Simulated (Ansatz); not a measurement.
## Hf under changes of volume

One of the cells (23.523 Å³/atom); the others are scaled copies at fixed shape and fractional positions:

```
Hf
1.0
    -1.80500    1.80500    1.80500
     1.80500   -1.80500    1.80500
     1.80500    1.80500   -1.80500
Hf
1
Cartesian
  0.0000 0.0000 0.0000
```

This isn't the form of Hf at room conditions, which is hcp.

- Program: Ansatz 0.2.0
- Functional: PBEsol
- Potentials or basis: Ansatz PAW
- Cutoff: 420 eV (not typed: the program's choice for these potentials)
- k mesh: 10 × 10 × 10
- Occupations: fermi-dirac, width 0.05 eV
- Spin: no spin polarisation

```csv
volume (Å³/atom),energy over the lowest point (meV/atom),pressure (GPa)
22.112,0.00,-3.8
22.582,?,?
23.052,33.65,-7.4
23.523,58.18,-9.0
23.993,87.22,-10.4
24.464,120.25,-11.7
24.934,156.85,-12.9
```

What does the run at 22.582 Å³/atom give?

Energy over the lowest point 14.09 meV/atom; pressure -5.7 GPa.

Worked out: A Birch-Murnaghan fit of order 3 (a polynomial in V^(-2/3)) to the other rows has no minimum within the range. It gives 14.07 meV/atom at 22.582 Å³/atom, against the run's 14.09, and -dE/dV = -5.8 GPa, against -5.7.

Energies are extrapolated to zero smearing.

Caveats: the PAW data sets come from PBE, with cores solved anew for the run's functional, which leaves a small shift of forces and pressure.
